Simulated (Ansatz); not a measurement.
Set up this calculation in Ansatz 0.2.0, as the native input.

* Task: single point
* Functional: PBE
* Potentials or basis: Ansatz PAW
* Cutoff: 420 eV (not typed: the program's choice for these potentials)
* k mesh: 10 × 10 × 10
* Occupations: gaussian, width 0.023 eV
* Spin: no spin polarisation

Crystal: Sb.

```xyz
1
Lattice="0.0000 2.3712 2.3712 2.3712 0.0000 2.3712 2.3712 2.3712 0.0000" Properties=species:S:1:pos:R:3 pbc="T T T"
Sb    0.0000    0.0000    0.0000
```

This isn't the form of Sb at room conditions, which is rhombohedral.

The input as run:

input.yaml

```yaml
crystal:
  lattice:
    - [0.0, 2.3712425216, 2.3712425216]
    - [2.3712425216, 0.0, 2.3712425216]
    - [2.3712425216, 2.3712425216, 0.0]
  atoms:
    - { symbol: Sb, position: [0.0, 0.0, 0.0] }
hamiltonian:
  xc: pbe
  pseudopotentials: { kind: paw }
kpoints:
  mp_grid: { grid: [10, 10, 10] }
scf:
  occupations: { method: gaussian, width: 0.023 }
output:
  forces: true
  stress: true
  eigenvalues: true
```

Potentials or basis: Ansatz PAW.

Command:

```console
$ ansatz run input.yaml --threads 2 --pin off --max-ram 5632MiB --backend cpu --events-out ev --progress --plain --runs-dir out
```

Results of the run:

```
Pressure               : 2.0 GPa
Band gap on the k mesh : none (metal or under the smearing width)
```

It took 0.47 s on 2 threads of Intel(R) Xeon(R) 6975P-C (Granite Rapids), on a shared host, peak memory 0.33 GiB.
